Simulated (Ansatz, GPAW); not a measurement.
Given: the input of a run of GPAW 26.7.0 (ASE script) on Fe. 

The input run.py:

```python
from ase import Atoms
from ase.dft.bandgap import bandgap
from ase.io import write
from ase.units import Bohr, GPa
from gpaw import GPAW, PW
from gpaw.elf import elf_from_dft_calculation

atoms = Atoms(['Fe'],
              cell=[[-1.443, 1.443, 1.443],
                    [1.443, -1.443, 1.443],
                    [1.443, 1.443, -1.443]],
              scaled_positions=[[0.0, 0.0, 0.0]],
              pbc=True)
atoms.set_initial_magnetic_moments([3.0])

calc = GPAW(mode=PW(600),
            xc='PBE',
            kpts={'size': (13, 13, 13), 'gamma': True},
            occupations={'name': 'methfessel-paxton', 'order': 0, 'width': 0.05},
            nbands=12,
            convergence={'density': 1e-05, 'energy': 1e-05},
            maxiter=150,
            txt='gpaw.txt')
atoms.calc = calc
energy = atoms.get_potential_energy()
forces = atoms.get_forces()
stress = atoms.get_stress()
calc.write('gs.gpw')
write('result.traj', atoms)
print(f'Energy: {energy:.6f} eV')
print('Forces (eV/A):')
print(forces.round(4))
print('Stress (GPa):', (stress / GPa).round(3))
print('Moments:', calc.get_magnetic_moments().round(3))
print('Fermi level:', round(calc.get_fermi_level(), 4), 'eV')
print(f'Gap: {bandgap(calc)[0]:.4f} eV, direct: {bandgap(calc, direct=True)[0]:.4f} eV')

# fields on the real-space grid
write('density.cube', atoms, data=calc.get_pseudo_density() * Bohr**3)
write('potential.cube', atoms, data=calc.get_electrostatic_potential())
write('spin.cube', atoms, data=(calc.get_pseudo_density(spin=0) - calc.get_pseudo_density(spin=1)) * Bohr**3)
write('elf.cube', atoms, data=elf_from_dft_calculation(calc).data)
```

Potentials or basis: GPAW PAW data sets (gpaw-data 1.2.1), pw.

Command:

```sh
$ OMP_NUM_THREADS=1 python run.py
```

**Question.** What does the same run look like in Ansatz 0.2.0? Potentials or basis there: all-electron LAPW, scalar-relativistic.

**Answer.** As run (cutoffs and basis follow the program's own potentials, and thresholds, step limits or extra output files can differ):

input.yaml

```yaml
crystal:
  lattice:
    - [-1.443, 1.443, 1.443]
    - [1.443, -1.443, 1.443]
    - [1.443, 1.443, -1.443]
  atoms:
    - { symbol: Fe, position: [0.0, 0.0, 0.0], spin: 3.0 }
kpoints:
  mp_grid: { grid: [13, 13, 13] }
scf:
  occupations: { method: gaussian, width: 0.05 }
hamiltonian:
  xc: pbe
  pseudopotentials: { kind: all_electron, lapw: { basis_error: 0.001 } }
magnetization:
  spin_polarized: true
output:
  forces: true
  stress: true
  eigenvalues: true
```

Potentials or basis: all-electron LAPW, scalar-relativistic.

The run is started by

```console
$ ansatz run input.yaml --threads 2 --pin off --max-ram 6144MiB --backend cpu --events-out ev --progress --plain --runs-dir out
```

Both were run:

|  | GPAW | Ansatz |
| --- | --- | --- |
| Pressure | -7.9 GPa | -9.8 GPa |
| Net moment | 2.25 μB per cell | 2.24 μB per cell |

Where Ansatz's input types no cutoff or centring, it takes its own default and a Γ-centred mesh.

The magnetic state is the one that the start led to; the real crystal's order can differ.

Pressure is positive in compression.
